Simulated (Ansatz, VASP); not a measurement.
**Two plane-wave programs on Si**

The input INCAR:

```
SYSTEM = Si
ALGO = Normal ; DIPOL = 0.5 0.5 0.364
EDIFF = 1E-7 ; ENCUT = 520
GGA = PE ; IDIPOL = 3
ISIF = 2 ; ISMEAR = 0
IVDW = 12 ; LASPH = .TRUE.
LCHARG = .TRUE. ; LDIPOL = .TRUE.
LELF = .TRUE. ; LREAL = .FALSE.
LVACPOTAV = .TRUE. ; LVHAR = .TRUE.
LWAVE = .FALSE. ; NBANDS = 16
NELM = 80 ; PREC = Accurate
SIGMA = 0.1
```

File KPOINTS:

```
k-points
0
G
  9 9 1
  0 0 0
```

File POSCAR:

```
Si
1.0
    3.8472023583      0.0000000000      0.0000000000
   -1.9236011791      3.3317749758      0.0000000000
    0.0000000000      0.0000000000     18.4446971457
Si
4
Direct
    0.3333333333      0.6666666667      0.2695814701
    0.6666666667      0.3333333333      0.2439725610
    0.5555555556      0.4444444444      0.4849468156
    0.8888888889      0.1111111111      0.4593379065
```

Input for Ansatz:

```yaml
crystal:
  lattice:
    - [3.8472023583, 0.0, 0.0]
    - [-1.9236011791, 3.3317749758, 0.0]
    - [0.0, 0.0, 18.4446971457]
  atoms:
    - { symbol: Si, position: [0.3333333333, 0.6666666667, 0.2695814701] }
    - { symbol: Si, position: [0.6666666667, 0.3333333333, 0.243972561] }
    - { symbol: Si, position: [0.5555555556, 0.4444444444, 0.4849468156] }
    - { symbol: Si, position: [0.8888888889, 0.1111111111, 0.4593379065] }
basis:
  ecutwfc: 420
kpoints:
  mp_grid: { grid: [9, 9, 1] }
hamiltonian:
  xc: pbe
  dispersion: d3bj
scf:
  occupations: { method: gaussian, width: 0.1 }
output:
  forces: true
  eigenvalues: true
efield:
  axis: 3
  dipole_correction: true
  ramp_width: 0.04
```

Alike in both runs: task single point; functional PBE; dispersion D3(BJ); k mesh 9 × 9 × 1; occupations gaussian, width 0.1 eV; no spin polarisation.

```csv
,VASP,Ansatz
version,VASP 6.6.1,Ansatz 0.2.0
potentials or method,"VASP PAW PBE potentials, release 64 (Si)","scalar-relativistic, plane waves, PAW"
plane-wave cutoff (eV),520,420
valence electrons in the cell,16,16
```

```tsv
	VASP	Ansatz	Ansatz less VASP
gap on the k mesh at the Fermi level (eV)	0.48	0.48	0.000
least direct gap on the mesh (eV)	0.53	0.53	0.000
rms of the force components (eV/Å)	0.069	0.072	+0.0027
```

Atom by atom the forces differ by 0.004 eV/Å (rms over components).
